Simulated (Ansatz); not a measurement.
Crystal: TePt.

```xyz
2
Lattice="0.0000 2.8730 2.8730 2.8730 0.0000 2.8730 2.8730 2.8730 0.0000" Properties=species:S:1:pos:R:3 pbc="T T T"
Te    4.3095    4.3095    4.3095
Pt    0.0000    0.0000    0.0000
```

The cell was built by a generator and needn't be a form met in nature.

* Program: Ansatz 0.2.0
* Task: relaxation of cell and atoms
* Functional: PBEsol0
* Potentials or basis: Ansatz PAW
* Cutoff: 420 eV (not typed: the program's choice for these potentials)
* k mesh: 4 × 4 × 4
* Occupations: fermi-dirac, width 0.05 eV
* Spin: no spin polarisation

At the start: volume 23.71 Å³/atom.

Q: Where does the relaxation end?

A: It ends after 6 steps and the volume is 25.68 Å³/atom (+8.3 %); space group F-43m (No. 216, to 0.05 Å).

The path:
| step | energy change (eV) | largest force (eV/Å) | volume (Å³) |
| --- | --- | --- | --- |
| 1 | 0.0000 | 0.0000 | 47.43 |
| 2 | -0.0489 | 0.0000 | 54.83 |
| 3 | -0.1187 | 0.0000 | 51.90 |
| 4 | -0.1208 | 0.0000 | 51.28 |
| 5 | -0.1208 | 0.0000 | 51.36 |
| 6 | -0.1219 | 0.0000 | 51.36 |

Final structure:
```yaml
crystal:
  lattice:
    - [0.00000, 2.95023, 2.95023]
    - [2.95023, 0.00000, 2.95023]
    - [2.95023, 2.95023, 0.00000]
  atoms:
    - { symbol: Te, position: [0.75000, 0.75000, 0.75000] }
    - { symbol: Pt, position: [0.00000, 0.00000, 0.00000] }
```

Caveat: the k mesh is coarse (spacing up to 0.47 Å⁻¹), so the values aren't converged, least of all with exact exchange; the plane-wave basis is chosen anew once the cell has moved, so the energies of steps on either side of that aren't comparable; the PAW data sets come from PBE, with cores solved anew for the run's functional, which leaves a small shift of forces and pressure.
